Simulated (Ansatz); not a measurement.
The system is Yb.

```xyz
2
Lattice="3.8799 0.0000 0.0000 -1.9400 3.3601 0.0000 0.0000 0.0000 6.3859" Properties=species:S:1:pos:R:3 pbc="T T T"
Yb    1.9400    1.1200    4.7894
Yb    0.0000    2.2401    1.5965
```

This isn't the form of Yb at room conditions, which is fcc.

Alike in all runs: program Ansatz 0.2.0; functional PBEsol; potentials or basis Ansatz PAW; cutoff 420 eV (not typed: the program's choice for these potentials); k mesh 7 × 7 × 4; occupations fermi-dirac, width 0.05 eV.

Question: Only the start or the spin constraint differs. Which run ends lowest in energy?
A. collinear spin, ferromagnetic start of up to 0.5 μB; fixed moment 1
B. collinear spin, program default start; fixed moment 0
C. collinear spin, ferromagnetic start of up to 0.75 μB; fixed moment 1.5
D. collinear spin, ferromagnetic start of up to 1.25 μB; fixed moment 2.5
E. collinear spin, ferromagnetic start of up to 1 μB; fixed moment 2
F. collinear spin, ferromagnetic start of up to 0.25 μB; fixed moment 0.5

Answer: B.

```csv
start,free energy over the lowest (meV/atom),net moment (μB),site or absolute moments (μB),gap
"collinear spin, ferromagnetic start of up to 1 μB; fixed moment 2",188.6,2.00,Yb +0.62,-
"collinear spin, program default start; fixed moment 0",0.0,0.00,-,-
"collinear spin, ferromagnetic start of up to 1.5 μB; fixed moment 3",414.3,3.00,Yb +0.94,-
"collinear spin, ferromagnetic start of up to 2 μB; fixed moment 4",799.0,4.00,Yb +1.27,-
"collinear spin, ferromagnetic start of up to 1.25 μB; fixed moment 2.5",288.5,2.50,Yb +0.79,-
"collinear spin, ferromagnetic start of up to 0.25 μB; fixed moment 0.5",8.2,0.50,Yb +0.15,-
"collinear spin, ferromagnetic start of up to 0.75 μB; fixed moment 1.5",110.0,1.50,Yb +0.47,-
"collinear spin, ferromagnetic start of up to 0.5 μB; fixed moment 1",47.4,1.00,Yb +0.32,-
```

All polarised runs hold their moment fixed, so the table maps the energy against it. A still lower state may exist.

Caveats: spin-orbit coupling is left out, which moves the levels of the heavy elements; the total moment is fixed, so each spin has its own Fermi level.
